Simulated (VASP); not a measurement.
A run of VASP 6.6.1 is set up as follows.

File INCAR:

```
SYSTEM = H
ALGO     = Normal         ! electronic algorithm
EDIFF    = 1E-6           ! SCF threshold, eV
ENCUT    = 520            ! plane-wave cutoff, eV
GGA      = PE             ! functional
ISIF     = 2              ! what is computed and relaxed
ISMEAR   = -1             ! smearing method
IVDW     = 12             ! dispersion correction
LASPH    = .TRUE.         ! aspherical terms in the spheres
LCHARG   = .TRUE.         ! write CHGCAR
LELF     = .TRUE.         ! ELF
LREAL    = .FALSE.        ! projectors in reciprocal space
LVHAR    = .TRUE.       
LWAVE    = .FALSE.        ! write WAVECAR
NBANDS   = 18             ! bands
NELM     = 100            ! most SCF steps
PREC     = Accurate       ! precision mode
SIGMA    = 0.05           ! smearing width, eV
```

Contents of KPOINTS:

```
k-points
0
G
  1 1 1
  0 0 0
```

POSCAR

```
H
1.0
    5.2414830000      0.0000000000      0.0000000000
    0.0000000000      5.2414830000      0.0000000000
    0.0000000000      0.0000000000      5.2414830000
H
12
Direct
    0.9784635379      0.3063636761      0.9998315362
    0.8885462378      0.2316138391      0.9286875489
    0.1804451145      0.5015756037      0.5177542310
    0.2950119270      0.4115819893      0.5170864811
    0.3337414239      0.8948230873      1.2535955950
    0.1987796202      0.8548916404      1.2709570936
    0.4907962117      0.6343624505      0.7566560838
    0.3755044135      0.6625605768      0.8370913346
    0.7741320538      0.8009374446      0.2574653013
    0.8099043725      0.7838812031      0.1316230540
    0.6350683576      0.0561291528      0.6345150790
    0.6025012387     -0.0533818387      0.7092839946
```

Potentials or basis: VASP PAW PBE potentials, release 64 (H).

Run with:

```sh
$ cat potpaw_PBE.64/H/POTCAR > POTCAR
$ mpirun -np 1 vasp_gam > vasp.out
```

(1) What does it give for the dispersion energy per atom?

(2) Predict the band gap on the k mesh.

(3) Estimate the pressure.

(4) Predict the largest force.

## Answers

(1) -0.019 eV.

(2) 8.90 eV, direct.

(3) 2.9 GPa.

(4) 2.138 eV/Å.
